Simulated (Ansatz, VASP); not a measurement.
## Cross-check of ZnS2 between VASP and Ansatz

One calculation is typed for both programs; each brings its own data sets. How far apart do they land? The cell is taken from a series of runs on this material, whose earlier steps may have relaxed, scaled, displaced or heated it; both programs get it as it stands.

Main program and level: Ansatz 0.2.0; plane waves, with VASP 6.6.1 beside it; relaxation of cell and atoms at BLYP with D3(BJ).

**1. Starting point**

The structure is cubic, space group Pa-3 (No. 205). The conventional cell has a = 5.945 Å, b = 5.945 Å, c = 5.945 Å, α = 90.00°, β = 90.00°, γ = 90.00°. Nearest to Zn lie 6 S at 2.52 Å. Nearest to S lie 1 S at 2.06 Å and 3 Zn at 2.52 Å. Farther neighbours and most contacts between anions are not listed.

Coordinates:

```cif
data_structure
_symmetry_space_group_name_H-M 'P 1'
_symmetry_Int_Tables_number 1
_cell_length_a 5.9454
_cell_length_b 5.9454
_cell_length_c 5.9454
_cell_angle_alpha 90.000
_cell_angle_beta 90.000
_cell_angle_gamma 90.000
_cell_volume 210.16
loop_
_atom_site_label
_atom_site_type_symbol
_atom_site_fract_x
_atom_site_fract_y
_atom_site_fract_z
_atom_site_occupancy
Zn1 Zn 0.50000 0.50000 0.00000 1
Zn2 Zn 0.50000 0.00000 0.50000 1
Zn3 Zn 0.00000 0.50000 0.50000 1
Zn4 Zn 0.00000 0.00000 0.00000 1
S5 S 0.10025 0.89975 0.39975 1
S6 S 0.89975 0.39975 0.10025 1
S7 S 0.39975 0.10025 0.89975 1
S8 S 0.60025 0.60025 0.60025 1
S9 S 0.89975 0.10025 0.60025 1
S10 S 0.10025 0.60025 0.89975 1
S11 S 0.60025 0.89975 0.10025 1
S12 S 0.39975 0.39975 0.39975 1
```

**2. VASP: relaxation of cell and atoms, BLYP with D3(BJ)**

The relaxed volume is the usual yardstick between codes: in a stiff, nearly cubic crystal its relative difference is about their pressure difference at one cell divided by the bulk modulus.

Lines of VASP's logs that name or quote its potential files are left out, and so is its time.

The input, INCAR:

```
SYSTEM = ZnS2
PREC = Accurate
ENCUT = 500
EDIFF = 1E-07
NELM = 120
ISMEAR = 0
SIGMA = 0.02
LREAL = .FALSE.
ALGO = Normal
GGA = B5
ALDAX = 1
AGGAX = 1
AGGAC = 1
ALDAC = 0
IVDW = 12
VDW_S6 = 1
VDW_S8 = 2.6996
VDW_A1 = 0.4298
VDW_A2 = 4.2359
NBANDS = 60
LORBIT = 11
LWAVE = .FALSE.
LCHARG = .FALSE.
ISIF = 3
IBRION = 2
NSW = 80
EDIFFG = -0.005
LASPH = .TRUE.
GGA_COMPAT = .FALSE.
NELMIN = 4
EFERMI = MIDGAP
KPAR = 2
```

The input, POSCAR:

```
ZnS2
1.0
    5.9454300000      0.0000000000      0.0000000000
    0.0000000000      5.9454300000      0.0000000000
    0.0000000000      0.0000000000      5.9454300000
Zn S
4 8
Direct
    0.5000000000      0.5000000000      0.0000000000
    0.5000000000      0.0000000000      0.5000000000
    0.0000000000      0.5000000000      0.5000000000
    0.0000000000      0.0000000000      0.0000000000
    0.1002464077      0.8997537605      0.3997535923
    0.8997537605      0.3997535923      0.1002464077
    0.3997535923      0.1002464077      0.8997537605
    0.6002464077      0.6002464077      0.6002464077
    0.8997537605      0.1002464077      0.6002464077
    0.1002464077      0.6002464077      0.8997537605
    0.6002464077      0.8997537605      0.1002464077
    0.3997535923      0.3997535923      0.3997535923
```

The input, KPOINTS:

```
Automatic mesh
0
Gamma
4 4 4
0 0 0
```

Potentials, in the order of the species: Zn and S (PBE family, release 64).

Run with:

```sh
mpirun -np 2 vasp_std
```

Numbers of over 12 decimals in the logs are rounded to 6 here.

The log of the run:

```text
[banner, memory and clock lines left out]
running    2 mpi-ranks, on    1 nodes
 distrk:  each k-point on    1 cores,    2 groups
 distr:  one band on    1 cores,    1 groups

 POSCAR found type information on POSCAR ZnS
 POSCAR found :  2 types and      12 ions
|                                                                             |
|               ----> ADVICE to this user running VASP <----                  |
|                                                                             |
|     You enforced a specific xc type in the INCAR file but a different       |
|     [... a line on the potential file left out ...]
|     I HOPE YOU KNOW WHAT YOU ARE DOING!                                     |
|                                                                             |

 LDA part: xc-table for (Slater(with rela. corr.)+VWN5), standard interpolation
 POSCAR, INCAR and KPOINTS ok, starting setup
 FFT: planning ... GRIDC
 FFT: planning ... GRID_SOFT
 FFT: planning ... GRID
 WAVECAR not read
 entering main loop
       N       E                     dE             d eps       ncg     rms          rms(c)
DAV:   1     0.884882175081E+03    0.88488E+03   -0.41755E+04  1320   0.178E+03
DAV:   2     0.104559640784E+03   -0.78032E+03   -0.74275E+03  1320   0.438E+02
DAV:   3    -0.289416885645E+02   -0.13350E+03   -0.12829E+03  1552   0.165E+02
DAV:   4    -0.360862843917E+02   -0.71446E+01   -0.70543E+01  1568   0.386E+01
DAV:   5    -0.362593489505E+02   -0.17306E+00   -0.17274E+00  1552   0.618E+00    0.233E+01
DAV:   6    -0.346461257045E+02    0.16132E+01   -0.33464E+00  1948   0.358E+01    0.152E+01
DAV:   7    -0.346741842221E+02   -0.28059E-01   -0.38367E+00  1520   0.737E+00    0.457E+00
DAV:   8    -0.346235109535E+02    0.50673E-01   -0.24636E-01  1660   0.480E+00    0.144E+00
DAV:   9    -0.346146397160E+02    0.88712E-02   -0.94099E-02  1756   0.289E+00    0.216E-01
DAV:  10    -0.346142995151E+02    0.34020E-03   -0.11679E-02  1792   0.149E+00    0.925E-02
DAV:  11    -0.346143020650E+02   -0.25499E-05   -0.21497E-03  1728   0.423E-01    0.394E-02
DAV:  12    -0.346143288992E+02   -0.26834E-04   -0.42831E-04  1860   0.218E-01    0.199E-02
DAV:  13    -0.346143319999E+02   -0.31007E-05   -0.17692E-04  1560   0.111E-01    0.144E-02
DAV:  14    -0.346143314288E+02    0.57115E-06   -0.13699E-05  1700   0.205E-02    0.692E-03
DAV:  15    -0.346143322636E+02   -0.83486E-06   -0.45703E-06  1648   0.257E-02    0.351E-03
DAV:  16    -0.346143317021E+02    0.56159E-06   -0.52103E-07  1420   0.121E-02    0.119E-03
DAV:  17    -0.346143315031E+02    0.19901E-06   -0.20276E-07   920   0.487E-03    0.734E-04
DAV:  18    -0.346143315095E+02   -0.64956E-08   -0.19914E-07   856   0.228E-03
   1 F= -.43716880E+02 E0= -.43716880E+02  d E =-.437169E+02
[...]
2 F= -.43724799E+02 E0= -.43724799E+02  d E =-.791864E-02
[...]
3 F= -.43727707E+02 E0= -.43727707E+02  d E =-.108272E-01
 curvature:  -0.33 expect dE=-0.591E-03 dE for cont linesearch -0.124E-06
 trial: gam= 0.05589 g(F)=  0.104E-03 g(S)=  0.167E-02 ort =-0.112E-03 (trialstep = 0.931E+00)
 search vector abs. value=  0.186E-02
 bond charge predicted
       N       E                     dE             d eps       ncg     rms          rms(c)
DAV:   1    -0.346301015244E+02    0.25440E-01   -0.20641E-01  1624   0.475E+00    0.796E-01
DAV:   2    -0.346204260394E+02    0.96755E-02   -0.41672E-02  1704   0.311E+00    0.322E-01
DAV:   3    -0.346189977743E+02    0.14283E-02   -0.26851E-03  1368   0.204E-01    0.142E-01
DAV:   4    -0.346186991907E+02    0.29858E-03   -0.34100E-04  1640   0.985E-02    0.813E-02
DAV:   5    -0.346186736627E+02    0.25528E-04   -0.81711E-05  1764   0.677E-02    0.311E-02
DAV:   6    -0.346186717725E+02    0.18901E-05   -0.48088E-05  1444   0.449E-02    0.115E-02
DAV:   7    -0.346186708674E+02    0.90519E-06   -0.24208E-06  1740   0.240E-02    0.867E-03
DAV:   8    -0.346186705966E+02    0.27079E-06   -0.46120E-07  1140   0.799E-03    0.584E-03
DAV:   9    -0.346186708892E+02   -0.29265E-06   -0.41107E-07  1024   0.782E-03    0.101E-03
DAV:  10    -0.346186708706E+02    0.18606E-07   -0.34416E-08   744   0.871E-04
   4 F= -.43728451E+02 E0= -.43728451E+02  d E =-.743804E-03
 trial-energy change:   -0.000744  1 .order   -0.000815   -0.001641    0.000011
 step:   0.9221(harm=  0.9243)  dis= 0.00083  next Energy=   -43.728451 (dE=-0.744E-03)
 reached required accuracy - stopping structural energy minimisation
```

Parts of OUTCAR (step 2):

```text
ion  position               nearest neighbor table
   1  0.500  0.500  0.000-   7 2.52  10 2.52   8 2.52  12 2.52  11 2.52   6 2.52
   2  0.500  0.000  0.500-   5 2.52  11 2.52   8 2.52  12 2.52   7 2.52   9 2.52
   3  0.000  0.500  0.500-   6 2.52   9 2.52   8 2.52  12 2.52  10 2.52   5 2.52
   4  0.000  0.000  0.000-   5 2.52   6 2.52   7 2.52   9 2.52  10 2.52  11 2.52
   5  0.100  0.900  0.400-   9 2.06   4 2.52   2 2.52   3 2.52
   6  0.900  0.400  0.100-  10 2.06   4 2.52   3 2.52   1 2.52
   7  0.400  0.100  0.900-  11 2.06   4 2.52   1 2.52   2 2.52
   8  0.600  0.600  0.600-  12 2.06   2 2.52   3 2.52   1 2.52
   9  0.900  0.100  0.600-   5 2.06   4 2.52   3 2.52   2 2.52
  10  0.100  0.600  0.900-   6 2.06   4 2.52   1 2.52   3 2.52
  11  0.600  0.900  0.100-   7 2.06   4 2.52   2 2.52   1 2.52
  12  0.400  0.400  0.400-   8 2.06   2 2.52   3 2.52   1 2.52

  LATTYP: Found a simple cubic cell.
 ALAT       =     5.9454300000

 Subroutine GETGRP returns: Found 24 space group operations
 (whereof  6 operations were pure point group operations)

The static configuration has the point symmetry S_6 .
 The point group associated with its full space group is T_h .

 Found     11 irreducible k-points:

   k-points           NKPTS =     11   k-points in BZ     NKDIM =     11   number of bands    NBANDS=     60

   dimension x,y,z NGX =    48 NGY =   48 NGZ =   48
   dimension x,y,z NGXF=    96 NGYF=   96 NGZF=   96

   ENCUT  =  500.0 eV  36.75 Ry    6.06 a.u.  10.84 10.84 10.84*2*pi/ulx,y,z

   NELECT =      96.0000    total number of electrons

 k-points in reciprocal lattice and weights: Automatic mesh
   0.00000000  0.00000000  0.00000000       0.016
   0.25000000  0.00000000  0.00000000       0.094
   0.50000000  0.00000000  0.00000000       0.047
   0.25000000  0.25000000  0.00000000       0.188
   0.50000000  0.25000000  0.00000000       0.094
  -0.25000000  0.50000000  0.00000000       0.094
   0.50000000  0.50000000  0.00000000       0.047
   0.25000000  0.25000000  0.25000000       0.125
   0.50000000  0.25000000  0.25000000       0.188
   0.50000000  0.50000000  0.25000000       0.094
   0.50000000  0.50000000  0.50000000       0.016

 Edisp (eV)   -9.07217

 average (electrostatic) potential at core
       1 -34.0479       2 -34.0479       3 -34.0479       4 -34.0479       5 -86.8319
       6 -86.8319       7 -86.8319       8 -86.8318       9 -86.8319      10 -86.8319
      11 -86.8319      12 -86.8319

 E-fermi :   6.0251

 k-point     1 :       0.0000    0.0000    0.0000
  band No.  band energies     occupation
    ...
     44       4.6080      2.00000
     45       4.6080      2.00000
     46       4.6080      2.00000
     47       5.2733      2.00000
     48       5.2733      2.00000
     49       7.0496      0.00000
     50       7.6191      0.00000
     51       8.1181      0.00000
     52       8.1181      0.00000
     53       8.1181      0.00000
    ...

 k-point     2 :       0.2500    0.0000    0.0000
  band No.  band energies     occupation
    ...
     44       4.2678      2.00000
     45       4.3560      2.00000
     46       4.4038      2.00000
     47       4.8000      2.00000
     48       5.2307      2.00000
     49       7.0976      0.00000
     50       7.2574      0.00000
     51       7.7378      0.00000
     52       7.8290      0.00000
     53       8.4722      0.00000
    ...

 k-point     3 :       0.5000    0.0000    0.0000
  band No.  band energies     occupation
    ...
     44       3.4074      2.00000
     45       3.5529      2.00000
     46       3.5529      2.00000
     47       5.0719      2.00000
     48       5.0719      2.00000
     49       7.2761      0.00000
     50       7.2761      0.00000
     51       7.3100      0.00000
     52       7.3100      0.00000
     53       8.8662      0.00000
    ...

 Edisp (eV)   -9.10978

  Total       0.00113     0.00113     0.00113     0.00000    -0.00000     0.00000
  in kB       0.00859     0.00859     0.00859     0.00000    -0.00000     0.00000
  external pressure =        0.01 kB  Pullay stress =        0.00 kB

  energy-cutoff  :      500.00
  volume of cell :      210.05
      direct lattice vectors                 reciprocal lattice vectors
     5.944380943 -0.000000000 -0.000000000     0.168226096  0.000000000 -0.000000000
    -0.000000000  5.944380943  0.000000000     0.000000000  0.168226096 -0.000000000
     0.000000000  0.000000000  5.944380943     0.000000000 -0.000000000  0.168226096

 POSITION                                       TOTAL-FORCE (eV/Angst)
 -----------------------------------------------------------------------------------
      2.97219      2.97219      0.00000         0.000000     -0.000000      0.000000
      2.97219      0.00000      2.97219         0.000000     -0.000000      0.000000
      0.00000      2.97219      2.97219         0.000000     -0.000000      0.000000
      0.00000      0.00000      0.00000         0.000000     -0.000000      0.000000
      0.60194      5.34244      2.37025        -0.000340      0.000340      0.000340
      5.34244      2.37025      0.60194         0.000340      0.000340     -0.000340
      2.37025      0.60194      5.34244         0.000340     -0.000340      0.000340
      3.57413      3.57413      3.57413        -0.000340     -0.000340     -0.000340
      5.34244      0.60194      3.57413         0.000340     -0.000340     -0.000340
      0.60194      3.57413      5.34244        -0.000340     -0.000340      0.000340
      3.57413      5.34244      0.60194        -0.000340      0.000340     -0.000340
      2.37025      2.37025      2.37025         0.000340      0.000340      0.000340
 -----------------------------------------------------------------------------------
    total drift:                               -0.000917     -0.000917     -0.000917

  FREE ENERGIE OF THE ION-ELECTRON SYSTEM (eV)
  ---------------------------------------------------
  free  energy   TOTEN  =       -43.7284511022 eV

  energy  without entropy=      -43.7284511022  energy(sigma->0) =      -43.72845110

 reached required accuracy - stopping structural energy minimisation

 total charge
# of ion       s       p       d       tot
------------------------------------------
    1        0.479   0.399   9.830  10.709
    2        0.479   0.399   9.830  10.709
    3        0.479   0.399   9.830  10.709
    4        0.479   0.399   9.830  10.709
    5        1.359   2.356   0.000   3.714
    6        1.359   2.356   0.000   3.714
    7        1.359   2.356   0.000   3.714
    8        1.359   2.356   0.000   3.714
    9        1.359   2.356   0.000   3.714
   10        1.359   2.356   0.000   3.714
   11        1.359   2.356   0.000   3.714
   12        1.359   2.356   0.000   3.714
--------------------------------------------------
tot         12.788  20.442  39.320  72.551

[... 3 further parts left out ...]
```

CONTCAR:

```
ZnS2
   1.00000000000000
     5.9443809426160055   -0.0000000000000000   -0.0000000000000000
    -0.0000000000000000    5.9443809426160055    0.0000000000000000
     0.0000000000000000    0.0000000000000000    5.9443809426160055
  Zn              S
     4     8
Direct
     0.5000000000000000    0.5000000000000000    0.0000000000000000
     0.5000000000000000    0.0000000000000000    0.5000000000000000
     0.0000000000000000    0.5000000000000000    0.5000000000000000
     0.0000000000000000    0.0000000000000000    0.0000000000000000
     0.1012615982562531    0.8987385699437430    0.3987384017437469
     0.8987385699437430    0.3987384017437469    0.1012615982562531
     0.3987384017437469    0.1012615982562531    0.8987385699437430
     0.6012615982562531    0.6012615982562531    0.6012615982562531
     0.8987385699437430    0.1012615982562531    0.6012615982562531
     0.1012615982562531    0.6012615982562531    0.8987385699437430
     0.6012615982562531    0.8987385699437430    0.1012615982562531
     0.3987384017437469    0.3987384017437469    0.3987384017437469
```

The run keeps the 24 symmetry operations of its start, so it cannot find a distortion of lower symmetry.

(Continued in part 2 of 2.)

[Lines on the potential files, build, host, timing and source positions are cut from VASP's logs without a mark.]

[Logs are printed without paths, hosts, clocks, repeated set-up lines and the standing remarks that a program may print on its own settings, such as how far it seeks lower states.]

[Hosts, paths, dates, database ids (printed as entryN), source tags and the programs' standing remarks are cut or masked in the printed files.]
